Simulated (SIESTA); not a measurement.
Crystal: CdTe.

```
Te Cd
1.0
     0.00000    3.20500    3.20500
     3.20500    0.00000    3.20500
     3.20500    3.20500    0.00000
Te Cd
1 1
Direct
  0.75000 0.75000 0.75000
  0.00000 0.00000 0.00000
```

- Program: SIESTA 5.4.2
- Task: relaxation of cell and atoms
- Functional: PBE
- Potentials or basis: PseudoDojo 0.4 standard (PBE files)
- Basis: SZP (energy shift 0.002 Ry)
- Grid cutoff: 800 Ry
- Energy shift: 0.002 Ry
- k mesh: 7 × 7 × 7
- Occupations: fermi-dirac, width 0.05 eV
- Spin: no spin polarisation

At the start: pressure 5.7 GPa; volume 32.92 Å³/atom.

Task: How do energy, volume and symmetry change on relaxing?

Result: Over 4 steps the energy falls by 67.8 meV/atom and the volume is 37.16 Å³/atom (+12.9 %); space group F-43m (No. 216, to 0.05 Å).

Step by step:
| step | energy change (eV) | largest force (eV/Å) | pressure (GPa) | volume (Å³) |
| --- | --- | --- | --- | --- |
| 1 | 0.0000 | 0.0000 | 5.73 | 65.84 |
| 2 | -0.0133 | 0.0000 | 5.41 | 66.23 |
| 3 | -0.1350 | 0.0004 | 0.30 | 73.75 |
| 4 | -0.1355 | 0.0002 | 0.00 | 74.32 |

Final structure:
```
CELL_PARAMETERS angstrom
0.00019 3.33716 3.33716
3.33716 0.00019 3.33716
3.33716 3.33716 0.00019
ATOMIC_POSITIONS crystal
Te 0.75000 0.75000 0.75000
Cd 0.00000 0.00000 0.00000
```

Caveat: the volume moved by +13 % from the deposited cell, more than functionals usually miss; the basis of atomic orbitals isn't converged, which shifts pressures, moduli and gaps.
